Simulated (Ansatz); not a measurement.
Born–Oppenheimer molecular dynamics of a periodic cell of 16 atoms, TaN (start crystal TaN, start structure P-6m2, volume 1.1 times the crystal's). It goes on from the last frame of an earlier run, with new velocities.

Theory: Ansatz, DFT PBEsol, scalar-relativistic, plane waves, PAW. Settings: accuracy low, PAW set soft_1, cutoff 420 eV, k mesh 2x2x2, fermi-dirac smearing 0.17 eV, no spin polarisation.

```json
{
 "ensemble": "NVT, Langevin thermostat",
 "time step": "1 fs",
 "steps asked": "229",
 "set temperature": "1600 K",
 "friction": "0.02 /fs",
 "temperature schedule": "172 steps to 300 K, then 57 steps to 300 K",
 "seed": "464135"
}
```

Frames 5 fs apart, positions in Å, forces in eV/Å.

Velocities at 30 fs (Å/ps):

```
Ta 1.82 1.96 1.45
N -0.51 10.96 -0.23
Ta -4.17 0.92 1.54
N 0.10 -2.99 3.18
Ta -3.83 0.42 1.19
N -17.10 -4.84 2.27
Ta 1.77 -1.75 0.76
N -6.90 11.76 -7.99
Ta -2.62 1.02 -3.48
N 1.31 1.92 -17.62
Ta 3.16 -0.20 1.71
N 14.43 -6.00 -4.69
Ta 3.92 -2.24 0.32
N 5.14 -4.75 13.49
Ta 3.78 -0.73 -0.94
N -8.61 -0.35 -21.89
```

```xyz
16
Lattice="-3.0328 -5.2530 0.0000 4.5493 -2.6265 0.0000 0.0000 0.0000 5.9521" Properties=species:S:1:pos:R:3:forces:R:3 time_fs=30 energy_less_start_eV=1.184 T=1282
Ta -0.031 -3.666 1.864 1.56 1.75 -3.13
N -0.081 -5.282 0.154 1.07 0.16 0.41
Ta 0.111 -3.354 4.819 0.51 -3.69 -2.72
N -0.035 -5.250 3.203 0.38 -0.30 -0.02
Ta 2.971 -3.603 1.641 1.29 0.40 2.26
N -1.292 -2.746 0.020 -3.88 2.21 3.51
Ta 2.977 -3.477 4.776 1.43 0.17 -2.14
N -1.362 -2.771 3.111 -2.55 1.49 1.22
Ta 1.291 -0.739 1.811 4.00 -3.52 -3.59
N 1.631 -2.749 0.442 -2.14 0.69 -2.15
Ta 1.540 -0.793 4.536 -0.07 -0.15 3.61
N 1.410 -2.622 3.272 1.02 0.22 -0.33
Ta 1.539 -6.152 1.611 -1.16 0.12 0.29
N 0.082 -0.094 0.112 -0.78 1.16 0.57
Ta 1.565 -6.081 4.629 -0.46 -0.82 0.02
N -0.147 0.056 2.969 -0.19 0.09 2.18
16
Lattice="-3.0328 -5.2530 0.0000 4.5493 -2.6265 0.0000 0.0000 0.0000 5.9521" Properties=species:S:1:pos:R:3:forces:R:3 time_fs=35 energy_less_start_eV=0.576 T=1807
Ta -0.020 -3.654 1.871 0.94 1.59 -2.90
N -0.064 -5.227 0.157 0.89 -0.24 0.35
Ta 0.095 -3.353 4.827 -0.23 -3.09 -2.11
N -0.031 -5.247 3.213 0.36 -0.12 -0.18
Ta 2.955 -3.598 1.649 0.90 0.48 1.54
N -1.420 -2.730 0.063 -1.59 1.44 2.11
Ta 2.986 -3.490 4.780 1.08 0.30 -2.36
N -1.417 -2.699 3.075 -1.73 0.65 1.39
Ta 1.285 -0.738 1.787 4.55 -3.68 -2.84
N 1.623 -2.756 0.340 -1.76 0.81 -1.03
Ta 1.556 -0.794 4.545 0.10 -0.54 3.42
N 1.480 -2.670 3.266 0.20 0.46 -0.21
Ta 1.558 -6.164 1.605 -1.54 0.81 0.12
N 0.105 -0.117 0.173 -1.37 1.32 -0.42
Ta 1.583 -6.088 4.625 -1.02 -0.47 0.02
N -0.184 0.044 2.879 0.20 0.28 3.12
16
Lattice="-3.0328 -5.2530 0.0000 4.5493 -2.6265 0.0000 0.0000 0.0000 5.9521" Properties=species:S:1:pos:R:3:forces:R:3 time_fs=40 energy_less_start_eV=0.312 T=1738
Ta -0.007 -3.638 1.874 0.35 1.48 -2.42
N -0.003 -5.185 0.152 0.14 -0.60 0.34
Ta 0.080 -3.352 4.834 -0.88 -2.63 -2.03
N -0.057 -5.260 3.201 0.57 0.05 -0.25
Ta 2.945 -3.594 1.657 0.25 0.71 0.77
N -1.580 -2.645 0.132 0.78 0.18 0.54
Ta 2.998 -3.502 4.778 0.59 0.45 -2.43
N -1.483 -2.609 3.072 -0.75 -0.45 1.27
Ta 1.294 -0.745 1.767 4.35 -3.44 -2.07
N 1.554 -2.790 0.258 -0.61 1.26 0.31
Ta 1.568 -0.797 4.558 0.16 -0.82 3.04
N 1.553 -2.730 3.271 -0.80 0.88 -0.13
Ta 1.574 -6.170 1.589 -2.23 1.16 0.55
N 0.094 -0.123 0.207 -1.38 1.38 -1.05
Ta 1.597 -6.100 4.613 -1.58 -0.02 0.09
N -0.217 0.033 2.835 1.02 0.40 3.48
16
Lattice="-3.0328 -5.2530 0.0000 4.5493 -2.6265 0.0000 0.0000 0.0000 5.9521" Properties=species:S:1:pos:R:3:forces:R:3 time_fs=45 energy_less_start_eV=0.624 T=1682
Ta 0.008 -3.621 1.870 -0.01 1.39 -2.00
N 0.084 -5.166 0.172 -0.87 -0.74 0.13
Ta 0.060 -3.360 4.841 -0.93 -2.42 -2.68
N -0.075 -5.262 3.173 0.68 -0.04 0.01
Ta 2.937 -3.591 1.672 -0.03 1.28 0.25
N -1.715 -2.552 0.195 2.28 -0.71 -0.81
Ta 3.017 -3.510 4.774 0.04 0.61 -2.24
N -1.558 -2.546 3.068 0.08 -1.32 1.32
Ta 1.315 -0.752 1.748 3.80 -3.13 -1.34
N 1.472 -2.785 0.185 0.94 1.67 1.65
Ta 1.581 -0.797 4.577 0.04 -1.12 2.54
N 1.603 -2.778 3.279 -1.60 1.29 -0.08
Ta 1.589 -6.170 1.579 -2.94 1.05 1.33
N 0.076 -0.110 0.253 -1.23 1.26 -1.65
Ta 1.611 -6.108 4.603 -1.91 0.39 0.28
N -0.225 0.011 2.851 1.69 0.54 3.29
16
Lattice="-3.0328 -5.2530 0.0000 4.5493 -2.6265 0.0000 0.0000 0.0000 5.9521" Properties=species:S:1:pos:R:3:forces:R:3 time_fs=50 energy_less_start_eV=1.150 T=1622
Ta 0.024 -3.601 1.864 -0.29 1.11 -1.66
N 0.173 -5.144 0.192 -1.96 -0.90 -0.13
Ta 0.037 -3.362 4.841 -0.67 -2.47 -3.10
N -0.076 -5.283 3.135 0.63 0.00 0.25
Ta 2.920 -3.586 1.692 0.33 1.82 0.11
N -1.806 -2.455 0.225 3.04 -1.64 -1.52
Ta 3.041 -3.520 4.771 -0.51 0.92 -2.14
N -1.629 -2.515 3.068 0.74 -1.79 1.36
Ta 1.345 -0.763 1.728 2.83 -2.61 -0.73
N 1.419 -2.778 0.140 1.89 2.15 2.43
Ta 1.597 -0.805 4.596 -0.24 -1.16 1.93
N 1.611 -2.823 3.291 -1.88 1.68 -0.05
Ta 1.598 -6.158 1.569 -3.25 0.54 2.04
N 0.044 -0.101 0.281 -0.77 1.14 -1.80
Ta 1.620 -6.113 4.600 -2.08 0.60 0.33
N -0.226 -0.012 2.899 2.17 0.61 2.67
16
Lattice="-3.0328 -5.2530 0.0000 4.5493 -2.6265 0.0000 0.0000 0.0000 5.9521" Properties=species:S:1:pos:R:3:forces:R:3 time_fs=55 energy_less_start_eV=1.096 T=1390
Ta 0.042 -3.576 1.855 -0.67 0.73 -1.48
N 0.232 -5.135 0.204 -2.72 -0.90 -0.39
Ta 0.021 -3.368 4.833 -0.44 -2.45 -3.16
N -0.068 -5.305 3.095 0.51 0.04 0.48
Ta 2.904 -3.577 1.713 0.88 1.85 0.26
N -1.837 -2.401 0.229 3.26 -2.08 -1.51
Ta 3.062 -3.529 4.766 -1.03 1.34 -2.04
N -1.672 -2.537 3.096 1.27 -1.31 0.95
Ta 1.377 -0.780 1.707 1.90 -2.02 -0.30
N 1.380 -2.753 0.126 2.42 2.33 2.69
Ta 1.613 -0.819 4.617 -0.58 -1.01 1.24
N 1.575 -2.835 3.304 -1.43 1.71 -0.08
Ta 1.600 -6.145 1.553 -3.10 0.10 2.71
N 0.010 -0.059 0.286 -0.23 0.69 -1.62
Ta 1.622 -6.119 4.600 -2.20 0.48 0.34
N -0.209 -0.025 2.965 2.18 0.50 1.90
16
Lattice="-3.0328 -5.2530 0.0000 4.5493 -2.6265 0.0000 0.0000 0.0000 5.9521" Properties=species:S:1:pos:R:3:forces:R:3 time_fs=60 energy_less_start_eV=0.348 T=1706
Ta 0.057 -3.544 1.838 -1.04 0.26 -1.25
N 0.250 -5.138 0.207 -2.83 -0.70 -0.54
Ta 0.003 -3.373 4.823 0.02 -2.30 -2.79
N -0.058 -5.317 3.071 0.42 0.13 0.56
Ta 2.897 -3.565 1.730 1.36 1.64 0.35
N -1.798 -2.418 0.217 3.00 -1.60 -1.05
Ta 3.078 -3.532 4.758 -1.43 1.66 -1.79
N -1.668 -2.567 3.145 1.47 -0.66 0.34
Ta 1.404 -0.802 1.682 1.36 -1.44 0.28
N 1.353 -2.681 0.143 2.38 1.73 2.29
Ta 1.623 -0.832 4.638 -0.87 -0.74 0.54
N 1.515 -2.817 3.320 -0.51 1.51 -0.28
Ta 1.601 -6.138 1.534 -2.83 -0.04 3.34
N -0.017 -0.021 0.276 0.14 0.27 -1.29
Ta 1.626 -6.125 4.594 -2.45 0.21 0.38
N -0.170 -0.008 3.061 1.81 0.09 0.90
16
Lattice="-3.0328 -5.2530 0.0000 4.5493 -2.6265 0.0000 0.0000 0.0000 5.9521" Properties=species:S:1:pos:R:3:forces:R:3 time_fs=65 energy_less_start_eV=-0.520 T=1941
Ta 0.068 -3.510 1.824 -1.40 -0.17 -1.23
N 0.229 -5.167 0.213 -2.43 -0.20 -0.72
Ta -0.015 -3.377 4.809 0.81 -1.89 -1.87
N -0.041 -5.306 3.046 0.29 -0.01 0.79
Ta 2.899 -3.556 1.749 1.70 1.53 0.00
N -1.710 -2.462 0.184 2.12 -1.08 -0.18
Ta 3.090 -3.531 4.749 -1.50 1.90 -1.59
N -1.659 -2.586 3.176 1.64 -0.23 -0.08
Ta 1.432 -0.829 1.662 0.95 -0.55 0.82
N 1.356 -2.559 0.206 1.64 0.17 0.99
Ta 1.628 -0.848 4.660 -1.07 -0.19 -0.11
N 1.474 -2.788 3.313 0.15 1.41 -0.25
Ta 1.597 -6.130 1.518 -2.33 -0.12 3.56
N -0.040 0.011 0.228 0.58 0.01 -0.55
Ta 1.627 -6.126 4.589 -2.57 -0.02 0.41
N -0.125 0.038 3.146 1.41 -0.53 0.01
16
Lattice="-3.0328 -5.2530 0.0000 4.5493 -2.6265 0.0000 0.0000 0.0000 5.9521" Properties=species:S:1:pos:R:3:forces:R:3 time_fs=70 energy_less_start_eV=-0.888 T=1858
Ta 0.082 -3.477 1.809 -1.90 -0.68 -1.21
N 0.151 -5.210 0.209 -1.40 0.24 -0.64
Ta -0.030 -3.383 4.795 1.36 -1.60 -1.46
N -0.030 -5.290 3.033 0.31 -0.14 0.93
Ta 2.904 -3.544 1.770 1.93 1.36 -0.39
N -1.594 -2.516 0.145 0.76 -0.59 0.77
Ta 3.093 -3.525 4.746 -1.22 1.89 -1.57
N -1.642 -2.618 3.210 1.80 0.34 -0.61
Ta 1.462 -0.859 1.648 0.63 0.98 1.70
N 1.383 -2.442 0.284 0.99 -1.75 -0.44
Ta 1.631 -0.860 4.680 -1.27 0.42 -0.69
N 1.450 -2.742 3.292 0.61 1.21 -0.10
Ta 1.589 -6.125 1.509 -1.91 -0.05 3.44
N -0.065 0.069 0.162 1.05 -0.47 0.27
Ta 1.627 -6.123 4.584 -2.72 -0.17 0.61
N -0.083 0.072 3.203 0.99 -0.99 -0.62
16
Lattice="-3.0328 -5.2530 0.0000 4.5493 -2.6265 0.0000 0.0000 0.0000 5.9521" Properties=species:S:1:pos:R:3:forces:R:3 time_fs=75 energy_less_start_eV=-0.784 T=1404
Ta 0.093 -3.451 1.803 -2.29 -0.95 -1.12
N 0.042 -5.244 0.205 -0.11 0.50 -0.36
Ta -0.042 -3.389 4.780 1.84 -1.57 -1.46
N -0.003 -5.274 3.036 0.32 -0.23 0.98
Ta 2.906 -3.525 1.791 2.24 1.11 -0.79
N -1.489 -2.560 0.115 -0.66 -0.08 1.51
Ta 3.092 -3.520 4.740 -0.67 1.76 -1.36
N -1.600 -2.616 3.234 1.55 0.39 -0.82
Ta 1.493 -0.885 1.643 0.38 2.82 2.89
N 1.402 -2.381 0.357 0.68 -3.28 -1.88
Ta 1.637 -0.867 4.696 -1.57 0.79 -1.09
N 1.465 -2.686 3.275 0.61 0.85 -0.04
Ta 1.577 -6.113 1.517 -1.47 -0.09 3.01
N -0.080 0.128 0.118 1.21 -1.01 0.74
Ta 1.623 -6.125 4.580 -2.47 0.02 0.74
N -0.008 0.076 3.243 0.41 -1.05 -0.96
16
Lattice="-3.0328 -5.2530 0.0000 4.5493 -2.6265 0.0000 0.0000 0.0000 5.9521" Properties=species:S:1:pos:R:3:forces:R:3 time_fs=80 energy_less_start_eV=-0.722 T=1302
Ta 0.101 -3.434 1.795 -2.53 -1.03 -0.85
N -0.063 -5.252 0.207 1.12 0.59 -0.02
Ta -0.049 -3.397 4.767 2.24 -1.60 -1.55
N 0.032 -5.264 3.079 0.22 -0.16 0.69
Ta 2.907 -3.504 1.811 2.57 0.87 -1.15
N -1.399 -2.572 0.108 -1.86 0.22 1.91
Ta 3.091 -3.510 4.734 -0.18 1.52 -0.96
N -1.534 -2.594 3.253 0.87 0.13 -0.74
Ta 1.524 -0.902 1.645 0.00 3.61 3.29
N 1.422 -2.399 0.398 0.61 -3.33 -2.44
Ta 1.641 -0.871 4.701 -1.90 0.89 -1.14
N 1.471 -2.626 3.271 0.72 0.30 -0.15
Ta 1.568 -6.095 1.531 -1.07 -0.33 2.67
N -0.089 0.154 0.115 1.20 -1.17 0.83
Ta 1.617 -6.128 4.584 -1.92 0.24 0.62
N 0.061 0.058 3.269 -0.09 -0.75 -1.02
16
Lattice="-3.0328 -5.2530 0.0000 4.5493 -2.6265 0.0000 0.0000 0.0000 5.9521" Properties=species:S:1:pos:R:3:forces:R:3 time_fs=85 energy_less_start_eV=-0.774 T=1389
Ta 0.105 -3.418 1.786 -2.58 -1.17 -0.50
N -0.141 -5.241 0.195 2.08 0.52 0.44
Ta -0.057 -3.408 4.754 2.57 -1.53 -1.35
N 0.065 -5.279 3.140 0.08 0.15 0.17
Ta 2.913 -3.483 1.833 2.87 0.53 -1.47
N -1.327 -2.547 0.121 -2.59 0.16 1.99
Ta 3.088 -3.492 4.726 0.27 1.10 -0.45
N -1.432 -2.579 3.262 -0.30 0.07 -0.54
Ta 1.549 -0.911 1.657 -0.41 3.17 2.68
N 1.453 -2.495 0.410 0.67 -1.67 -2.04
Ta 1.641 -0.880 4.709 -2.13 1.05 -1.13
N 1.459 -2.554 3.277 1.04 -0.57 -0.39
Ta 1.563 -6.075 1.538 -0.72 -0.69 2.56
N -0.074 0.151 0.134 0.99 -1.04 0.68
Ta 1.610 -6.127 4.598 -1.24 0.32 0.39
N 0.129 0.040 3.292 -0.60 -0.42 -1.03
```

Of the whole run (229 fs, mean temperature of the second half 708 K): The schedule's set-point averaged 409 K over the second half and the system 708 K, so it lags behind the ramp. A run of 0.23 ps of so small a system gives no equilibrium averages. Limits of this set-up: coarse k mesh, PAW files made for another functional, low accuracy level.

The run took 20 min on 1 thread of Arm Neoverse V2 (shared host), peak memory 0.54 GiB.
